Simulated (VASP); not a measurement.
# Pd (Fd-3m) in VASP: single point with LDA

Aim: the single point of Pd with LDA.

Program: VASP 6.6.1. These are calculated values, not measurements. Logs are shortened: lines on timing, memory, paths and dates and some standing lists are left out, and cuts for length are marked.

**1. The crystal as given**

It takes space group Fd-3m (No. 227, cubic). The conventional cell has a = 5.621 Å, b = 5.621 Å, c = 5.621 Å, α = 90.00°, β = 90.00°, γ = 90.00°. Pd (site symmetry -43m) has 4 Pd at 2.43 Å as nearest neighbours.

The cell was built by a generator and needn't be a form met in nature.

**2. Single point, LDA**

The input, INCAR:

```
SYSTEM = Pd
PREC = Accurate
ENCUT = 520
EDIFF = 1E-6
ISMEAR = -1
SIGMA = 0.13605693000000002
LREAL = .False.
LASPH = .True.
NELM = 80
ALGO = Normal
ISIF = 2
LWAVE = .False.
LCHARG = .False.
GGA = CA
NBANDS = 17
```

The input, KPOINTS:

```
regular mesh
0
Gamma
  8 8 8
  0 0 0
```

The input, POSCAR:

```
Pd
1.0
    0.0000000000      2.8103359485      2.8103359485
    2.8103359485      0.0000000000      2.8103359485
    2.8103359485      2.8103359485      0.0000000000
Pd
2
Direct
    0.0000000000      0.0000000000      0.0000000000
    0.2500000000      0.2500000000      0.2500000000
```

Potentials or basis: VASP PAW LDA potentials, release 64 (Pd).

The run is started by

```bash
$ cat potpaw_LDA.64/Pd/POTCAR > POTCAR
$ mpirun -np 1 vasp_std > vasp.out
```

OUTCAR:

```text
SYSTEM = Pd
   PREC = Accurate
   ENCUT = 520
   EDIFF = 1E-6
   ISMEAR = -1
   LREAL = .False.
   LASPH = .True.
   NELM = 80
   ISIF = 2
   GGA = CA

 ion  position               nearest neighbor table
   1  0.000  0.000  0.000-   2 2.43   2 2.43   2 2.43   2 2.43
   2  0.250  0.250  0.250-   1 2.43   1 2.43   1 2.43   1 2.43

  LATTYP: Found a face centered cubic cell.
 ALAT       =     5.6206718970

  Lattice vectors:

 A1 = (   0.0000000000,   2.8103359485,   2.8103359485)
 A2 = (   2.8103359485,   0.0000000000,   2.8103359485)
 A3 = (   2.8103359485,   2.8103359485,   0.0000000000)

Analysis of symmetry for initial positions (statically):
=====================================================================
 Subroutine PRICEL returns:
 Original cell was already a primitive cell.

 Routine SETGRP: Setting up the symmetry group for a
 face centered cubic supercell.

 Subroutine GETGRP returns: Found 48 space group operations
 (whereof 24 operations were pure point group operations)
 out of a pool of 48 trial point group operations.

The static configuration has the point symmetry T_d .
 The point group associated with its full space group is O_h .

Analysis of symmetry for dynamics (positions and initial velocities):
=====================================================================
 Subroutine PRICEL returns:
 Original cell was already a primitive cell.

 Routine SETGRP: Setting up the symmetry group for a
 face centered cubic supercell.

 Subroutine GETGRP returns: Found 48 space group operations
 (whereof 24 operations were pure point group operations)
 out of a pool of 48 trial point group operations.

The dynamic configuration has the point symmetry T_d .
 The point group associated with its full space group is O_h .

 Subroutine INISYM returns: Found 48 space group operations
 (whereof 24 operations are pure point group operations),
 and found     1 'primitive' translations

----------------------------------------------------------------------------------------

                                     Primitive cell

  volume of cell :      44.3920

  direct lattice vectors                    reciprocal lattice vectors
     0.000000000  2.810335949  2.810335949    -0.177914673  0.177914673  0.177914673
     2.810335949  0.000000000  2.810335949     0.177914673 -0.177914673  0.177914673
     2.810335949  2.810335949  0.000000000     0.177914673  0.177914673 -0.177914673

  length of vectors
     3.974415213  3.974415213  3.974415213     0.308157252  0.308157252  0.308157252

  position of ions in fractional coordinates (direct lattice)
     0.000000000  0.000000000  0.000000000
     0.250000000  0.250000000  0.250000000

  ion indices of the primitive-cell ions
   primitive index   ion index
                 1           1
                 2           2

----------------------------------------------------------------------------------------

 KPOINTS: regular mesh

Automatic generation of k-mesh.
 Grid dimensions read from file:
 generate k-points for:    8    8    8

 Generating k-lattice:

  Cartesian coordinates                     Fractional coordinates (reciprocal lattice)
    -0.022239334  0.022239334  0.022239334     0.125000000  0.000000000  0.000000000
     0.022239334 -0.022239334  0.022239334     0.000000000  0.125000000  0.000000000
     0.022239334  0.022239334 -0.022239334     0.000000000  0.000000000  0.125000000

  Length of vectors
     0.038519657  0.038519657  0.038519657

  Shift w.r.t. Gamma in fractional coordinates (k-lattice)
     0.000000000  0.000000000  0.000000000

 Subroutine IBZKPT returns following result:
 ===========================================

 Found     29 irreducible k-points:

 Following reciprocal coordinates:
            Coordinates               Weight
  0.000000  0.000000  0.000000      1.000000
  0.125000  0.000000  0.000000      8.000000
  0.250000  0.000000  0.000000      8.000000
  0.375000  0.000000  0.000000      8.000000
  0.500000  0.000000  0.000000      4.000000
  0.125000  0.125000  0.000000      6.000000
[... 16 lines left out ...]
  0.500000  0.250000  0.125000     48.000000
 -0.375000  0.250000  0.125000     24.000000
 [... further k-points ...]
   k-points           NKPTS =     29   k-points in BZ     NKDIM =     29   number of bands    NBANDS=     17
   number of dos      NEDOS =    301   number of ions     NIONS =      2
   total plane-waves  NPLWV =  27000
   dimension x,y,z NGX =    30 NGY =   30 NGZ =   30
   dimension x,y,z NGXF=    60 NGYF=   60 NGZF=   60
   ions per type =               2
   NGX,Y,Z   is equivalent  to a cutoff of  12.55, 12.55, 12.55 a.u.
   NGXF,Y,Z  is equivalent  to a cutoff of  25.10, 25.10, 25.10 a.u.
 SYSTEM =  Pd
   PREC   = accura    normal or accurate (medium, high low for compatibility)
   ISTART =      0    job   : 0-new  1-cont  2-samecut
   ICHARG =      2    charge: 1-file 2-atom 10-const
   ISPIN  =      1    spin polarized calculation?
   LNONCOLLINEAR =      F non collinear calculations
   LSORBIT =      F    spin-orbit coupling
   LASPH  =      T    aspherical Exc in radial PAW
   ENCUT  =  520.0 eV  38.22 Ry    6.18 a.u.   7.39  7.39  7.39*2*pi/ulx,y,z
   NELM   =     80;   NELMIN=  2; NELMDL= -5     # of ELM steps
   EDIFF  = 0.1E-05   stopping-criterion for ELM
   LREAL  =      F    real-space projection
   EDIFFG = 0.1E-04   stopping-criterion for IOM
   NSW    =      0    number of steps for IOM
   IBRION =     -1    ionic relax: 0-MD 1-quasi-New 2-CG
   NFREE  =      0    steps in history (QN), initial steepest desc. (CG)
   ISIF   =      2    stress and relaxation
   ISYM   =      2    0-nonsym 1-usesym 2-fastsym
   POTIM  = 0.5000    time-step for ionic-motion
   TEBEG  =    0.0;   TEEND  =   0.0 temperature during run
   PSTRESS=    0.0 pullay stress
   NELECT =      20.0000    total number of electrons
   NUPDOWN=      -1.0000    fix difference up-down
   EMIN   =  10.00;   EMAX   =-10.00  energy-range for DOS
   EFERMI =   0.00;   METHOD = LEGACY
   ISMEAR =    -1;   SIGMA  =   0.14  broadening in eV -4-tet -1-fermi 0-gaus
   EFERMI_NEDOS =   21; number of points for ismear=-14 and -15
   IALGO  =     38    algorithm
   IMIX   =      4    mixing-type and parameters
     AMIX     =   0.40;   BMIX     =  1.00
     AMIX_MAG =   1.60;   BMIX_MAG =  1.00
  volume/ion in A,a.u.               =      22.20       149.79
  Fermi-wavevector in a.u.,A,eV,Ry     =   1.255018  2.371640 21.430128  1.575070
  Thomas-Fermi vector in A             =   2.388795
   LORBIT       =      0    0 simple, 1 ext, 2 COOP (PROOUT), +10 PAW based schemes
   GGA     = CA    functional components
   LHFCALC =     F    Hartree Fock is set to
   AEXX    =    0.0000 exact exchange contribution
   IVDW    =     0    specifies the selected vdW correction
   LEPSILON=     F    determine dielectric tensor
   LRPA    =     F    only Hartree local field effects (RPA)
 non-spin polarized calculation
  energy-cutoff  :      520.00
  volume of cell :       44.39
 maximum number of plane-waves:      1243
 NGX is ok and might be reduce to    30
   NGX = 15   NGY = 15   NGZ = 15

 number of electron      19.9999991 magnetization

 Free energy of the ion-electron system (eV)
  ---------------------------------------------------
  ext. energy  EPLUGINS =         0.00000000
  ---------------------------------------------------
  free energy    TOTEN  =       -10.34302189 eV

  energy without entropy =      -10.07886306  energy(sigma->0) =      -10.21094248

 E-fermi :   4.6973     XC(G=0): -10.8332

 val. band max:        4.6794823826   @ k =   0.2500   0.1250   0.0000
 cond. band min:       4.7098531664   @ k =  -0.2500   0.2500   0.0000
 fundamental gap:      0.0303707838
 Fermi energy:         4.6972555382

 k-point     1 :       0.0000    0.0000    0.0000
  band No.  band energies     occupation
      1      -0.3997      2.00000
      2       0.8551      2.00000
      3       0.8551      2.00000
      4       1.0273      2.00000
      5       1.0273      2.00000
      6       1.0273      2.00000
[... 9 lines left out ...]
     16      17.3487      0.00000
     17      17.4071      0.00000

 k-point     2 :       0.1250    0.0000    0.0000
  band No.  band energies     occupation
      1      -0.1611      2.00000
      2       0.7233      2.00000
      3       0.7233      2.00000
      4       1.0336      2.00000
      5       1.2222      2.00000
      6       1.2222      2.00000
[... 9 lines left out ...]
     16      18.0301      0.00000
     17      18.6109      0.00000

 k-point     3 :       0.2500    0.0000    0.0000
  band No.  band energies     occupation
      1       0.4199      2.00000
      2       0.6692      2.00000
      3       0.6692      2.00000
      4       1.1062      2.00000
      5       1.3719      2.00000
      6       1.3719      2.00000
[... 9 lines left out ...]
     16      18.2863      0.00000
     17      18.2867      0.00000

 k-point     4 :       0.3750    0.0000    0.0000
  band No.  band energies     occupation
      1       0.7614      2.00000
      2       0.7614      2.00000
      3       0.8321      2.00000
      4       1.2798      2.00000
      5       1.2828      2.00000
      6       1.2828      2.00000
[... 9 lines left out ...]
     16      17.8683      0.00000
     17      17.8683      0.00000
[... 343 lines left out ...]
      1       0.3871      2.00000
      2       0.6868      2.00000
      3       1.0585      2.00000
      4       1.1706      2.00000
      5       1.2919      2.00000
      6       1.8692      2.00000
[... 9 lines left out ...]
     16      16.8109      0.00000
     17      19.1718      0.00000

 k-point    23 :       0.5000    0.2500    0.1250
  band No.  band energies     occupation
      1       0.4225      2.00000
      2       0.5771      2.00000
      3       1.1583      2.00000
      4       1.3511      2.00000
      5       1.5211      2.00000
      6       1.8996      2.00000
[... 9 lines left out ...]
     16      18.1125      0.00000
     17      19.2084      0.00000

 k-point    24 :      -0.3750    0.2500    0.1250
  band No.  band energies     occupation
      1       0.4189      2.00000
      2       0.5695      2.00000
      3       1.1293      2.00000
      4       1.4766      2.00000
      5       1.5743      2.00000
      6       1.7917      2.00000
[... 9 lines left out ...]
     16      18.2986      0.00000
     17      20.8722      0.00000

 [... further k-points ...]

------------------------ aborting loop because EDIFF is reached ----------------------------------------

  FORCE on cell =-STRESS in cart. coord.  units (eV):
  Direction    XX          YY          ZZ          XY          YZ          ZX
  --------------------------------------------------------------------------------------
  -------------------------------------------------------------------------------------
  Total       -0.0727079     -0.0727079     -0.0727079     -0.0000000     -0.0000000      0.0000000
  in kB       -2.6241418     -2.6241418     -2.6241418     -0.0000000     -0.0000000      0.0000000
  external PRESSURE =      -2.6241418 kB  Pullay stress =       0.0000000 kB

 VOLUME and BASIS-vectors are now :
 -----------------------------------------------------------------------------
  energy-cutoff  :      520.00
  volume of cell :       44.39
      direct lattice vectors                 reciprocal lattice vectors
     0.000000000  2.810335949  2.810335949    -0.177914673  0.177914673  0.177914673
     2.810335949  0.000000000  2.810335949     0.177914673 -0.177914673  0.177914673
     2.810335949  2.810335949  0.000000000     0.177914673  0.177914673 -0.177914673

 POSITION                                       TOTAL-FORCE (eV/Angst)
 -----------------------------------------------------------------------------------
      0.00000      0.00000      0.00000         0.000000      0.000000      0.000000
      1.40517      1.40517      1.40517        -0.000000     -0.000000     -0.000000
 -----------------------------------------------------------------------------------
    total drift:                                0.000000     -0.000000      0.000000

  FREE ENERGIE OF THE ION-ELECTRON SYSTEM (eV)
  ---------------------------------------------------
  free  energy   TOTEN  =       -10.3430218924 eV

  energy  without entropy=      -10.0788630585  energy(sigma->0) =      -10.21094248
```

It took 17 s on 1 thread of Intel Xeon Platinum 8488C (Sapphire Rapids), shared host; peak memory 0.14 GiB.

Results:

* Free energy: -10.3430 eV
* Pressure: -0.3 GPa
* Band gap on the k mesh: none (metal or under the smearing width)
